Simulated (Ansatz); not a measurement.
Runs of Ansatz 0.2.0 on Si2Mo. Symmetry: I4/mmm, No. 139, tetragonal system. Conventional cell: a = 3.200 Å, b = 3.200 Å, c = 7.861 Å, α = 90.00°, β = 90.00°, γ = 90.00°. Around Mo (site symmetry 4/mmm) lie 10 Si at 2.62 Å. Around Si (site symmetry 4mm) lie 5 Si at 2.61 to 2.63 Å and 5 Mo at 2.62 Å. 

```csv
task,level,cutoff (eV),smearing,points for each segment of the path,gap on the mesh (eV),pressure (GPa),largest force (eV/Å)
band structure,HSE06,420,fermi-dirac 0.05 eV,4,none,-3.7,(b)
single point,r2SCAN50,500,fermi-dirac 0.05 eV,-,none,-10.9,0.74
single point,B3LYP,420,fermi-dirac 0.05 eV,-,none,4.3,0.46
single point,HF,420,fermi-dirac 0.05 eV,-,none,(a),1.13
single point,r2SCANh,500,fermi-dirac 0.05 eV,-,none,-3.5,0.41
single point,r2SCAN0,500,fermi-dirac 0.05 eV,-,none,-6.4,0.52
single point,PBE0,420,fermi-dirac 0.05 eV,-,none,-4.1,0.46
band structure,HSE03,420,fermi-dirac 0.05 eV,4,none,-3.2,0.43
band structure,HSEsol,420,fermi-dirac 0.05 eV,4,none,-6.9,0.48
single point,B3LYP,420,fermi-dirac 0.02 eV,-,-,4.3,0.46
single point,PBEsol0,420,fermi-dirac 0.05 eV,-,none,-7.4,0.50
```

Alike in all rows: potentials or basis Ansatz PAW; no spin polarisation; cell as given; k mesh 6 × 6 × 6; the mesh is coarse, so values aren't converged.

Question: Fill in the values left out.

Answer: (a) 0.9; (b) 0.45.

Caveats: all runs use coarse meshes; the PAW data sets come from PBE, with cores solved anew for the run's functional, which leaves a small shift of forces and pressure; the thresholds are loose for stress; forces of over 1 eV/Å show positions far from the minimum, so gaps and moduli don't describe the material at rest (some runs).

A k mesh can miss the band edges, and the runs leave out spin-orbit coupling on Mo.

A gap of «none» marks a metal or a gap under the smearing width.
